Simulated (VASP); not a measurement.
Wanted: the native input for a VASP 6.6.1 run.

| Property | Result |
| --- | --- |
| Task | relaxation of the atoms |
| Functional | PBE |
| Potentials or basis | VASP PAW PBE potentials, release 64 (Pb) |
| Cutoff | 300 eV |
| k mesh | 7 × 7 × 7 |
| Occupations | methfessel-paxton, width 0.1 eV |
| Spin | no spin polarisation |
| Further INCAR settings | ALGO = Fast; EDIFF = 1e-07; IBRION = 2; EDIFFG = -0.01; NSW = 40 |

The structure of Pb lies in POSCAR:

```
Pb                                      
1.0
    0.0000000000      2.5236787258      2.5236787258
    2.5236787258      0.0000000000      2.5236787258
    2.5236787258      2.5236787258      0.0000000000
  Pb            
     1
Direct
     0.0000000000000000    0.0000000000000000    0.0000000000000000
```

One way to write it, as run:

INCAR

```
PREC = Accurate
ENCUT = 300
EDIFF = 1E-7
ISMEAR = 1
SIGMA = 0.1
LREAL = F
LASPH = T
NELM = 80
ALGO = Fast
ISIF = 2
LWAVE = F
LCHARG = F
GGA = PE
IBRION = 2
NSW = 40
EDIFFG = -0.01
```

KPOINTS

```
Automatic mesh
0
Gamma
  7 7 7
```

Potentials or basis: VASP PAW PBE potentials, release 64 (Pb).

The run is started by

```console
$ cat potpaw_PBE.64/Pb/POTCAR > POTCAR
$ mpirun -np 1 vasp_std > vasp.out
```

Results of the run:

```json
{
  "Pressure after relaxing": "0.0 GPa",
  "Band gap on the k mesh": "none (metal or under the smearing width)"
}
```

Caveat: the relaxation stopped at its first step, so nothing moved.

Run time: 1.6 s on 1 thread of Intel(R) Xeon(R) 6975P-C (Granite Rapids), with other jobs on the host, peak memory 0.12 GiB.
